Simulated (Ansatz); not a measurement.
# Ba: how the settings move a single-point run

Aim: see which settings change the result for Ba, by how much, and at what cost.

Program: Ansatz 0.2.0. Level of theory: reference: DFT, PBE, all-electron PAW with datasets made for the crystal, scalar-relativistic. These are calculated values, not measurements.

## 1. The system as given

Symmetry: I4/mmm, No. 139, tetragonal system. The conventional cell has a = 5.051 Å, b = 5.051 Å, c = 4.900 Å, α = 90.00°, β = 90.00°, γ = 90.00°. Ba (site symmetry 4/mmm) is surrounded by 8 Ba at 4.33 Å.

Coordinates:

```cif
data_structure
_symmetry_space_group_name_H-M 'P 1'
_symmetry_Int_Tables_number 1
_cell_length_a 4.3310
_cell_length_b 4.3310
_cell_length_c 4.3310
_cell_angle_alpha 108.663
_cell_angle_beta 108.663
_cell_angle_gamma 111.100
_cell_volume 62.50
loop_
_atom_site_label
_atom_site_type_symbol
_atom_site_fract_x
_atom_site_fract_y
_atom_site_fract_z
_atom_site_occupancy
Ba1 Ba 0.00000 0.00000 0.00000 1
```

## 2. The reference run

input.yaml

```yaml
crystal:
  lattice:
    - [-2.5253813615, 2.5253813615, 2.45]
    - [2.5253813615, -2.5253813615, 2.45]
    - [2.5253813615, 2.5253813615, -2.45]
  atoms:
    - { symbol: Ba, position: [0.0, 0.0, 0.0] }
kpoints:
  mp_grid: { grid: [10, 10, 10] }
scf:
  occupations: { method: fermi_dirac, width: 0.05 }
hamiltonian:
  xc: pbe
  pseudopotentials: { kind: all_electron, datasets: crystal }
output:
  forces: true
  stress: true
  eigenvalues: true
  efg: { contact_densities: true }
```

Launch:

```console
> ansatz run input.yaml --threads 1 --pin off --max-ram 2048MiB --backend cpu --events-out ev --progress --plain --runs-dir out
```

## 3. Variant: starting moments, spin_polarized true

Changes to input.yaml since step 2:

```diff
@@ -6,3 +6,3 @@
   atoms:
-    - { symbol: Ba, position: [0.0, 0.0, 0.0] }
+    - { symbol: Ba, position: [0.0, 0.0, 0.0], spin: 2.0 }
 kpoints:
@@ -19 +19,3 @@
   efg: { contact_densities: true }
+magnetization:
+  spin_polarized: true
```

## 4. Changed: preconditioner ldos, xc pbesol

Changes to input.yaml since step 2:

```diff
@@ -11,4 +11,5 @@
   occupations: { method: fermi_dirac, width: 0.05 }
+  mixing: { preconditioner: ldos }
 hamiltonian:
-  xc: pbe
+  xc: pbesol
   pseudopotentials: { kind: all_electron, datasets: crystal }
```

**Question.** What will these runs give? Wanted: for each run, ending; energy change; pressure; gap; force.

As calculated:

```csv
run,ending,energy change,pressure (GPa),gap (eV),force (eV/Å),cycles,time
reference,converged,0,0.1,0.00,0.00,8,3 s
"1: starting moments, spin_polarized true",converged,0.0 meV/atom,0.1,0.00,0.00,7,15 s
"2: preconditioner ldos, xc pbesol",converged,not comparable,-0.6,0.00,0.00,6,2.8 s
```

Residual by cycle in the longest SCF loop of each run; runs are numbered as in the table. The quantity is the density residual dr2, in eV.

```csv
cycle,reference,run 1,run 2
1,0.0228,3.6e-4,0.0168
2,0.00918,2.3e-4,9.5e-4
3,3.5e-4,1.5e-4,7.6e-5
4,1.4e-4,6.0e-6,1.0e-5
5,3.8e-6,1.3e-6,1.1e-6
6,6.6e-7,3.4e-8,7.8e-9
7,1.9e-8,9.1e-9,-
8,3.3e-9,-,-
```

«starting moments, spin_polarized true» leaves the energy as it was. The pressure spans -0.6 to 0.1 GPa over the reference and the converged variants. Of the variants the dearest is «starting moments, spin_polarized true» (15 s), the cheapest «preconditioner ldos, xc pbesol» (2.8 s), on a shared host.

Changed settings gave other datasets; differences in energy of a few meV/atom between such runs can come from the datasets alone.
